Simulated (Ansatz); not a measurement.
Consider BeO in the wurtzite structure (space group P6_3mc, No. 186; a = 2.712 Å, c = 4.405 Å). Axes: x lies along a and z along c of the hexagonal cell.

Computed with plane-wave PAW DFT at the PBE level (Ansatz, a program for electronic structure, 420 eV), scalar-relativistic without spin-orbit coupling.

It is then changed as follows: every lattice vector is stretched by 2.78 %, atoms relaxed at fixed cell.

**Question.** Predict the stress tensor and what it implies for the stiffness.

**Answer.** Stress of the strained cell less that of the base (GPa, compression positive):
```
 -14.78    0.00    0.00
   0.00  -14.78    0.00
   0.00    0.00  -14.74
```

Then B = −ΔP/(ΔV/V₀) with ΔV/V₀ = 0.0857 gives secant stiffness values (nonlinear terms included at this strain): B (at held cell shape, above the free-shape value) ≈ 172 GPa.

As a check, the harmonic strain energy −½ V₀ Δσ:ε is 27 meV/atom; the computed energy rise is 30 meV/atom.

No phonon test of stability was made.
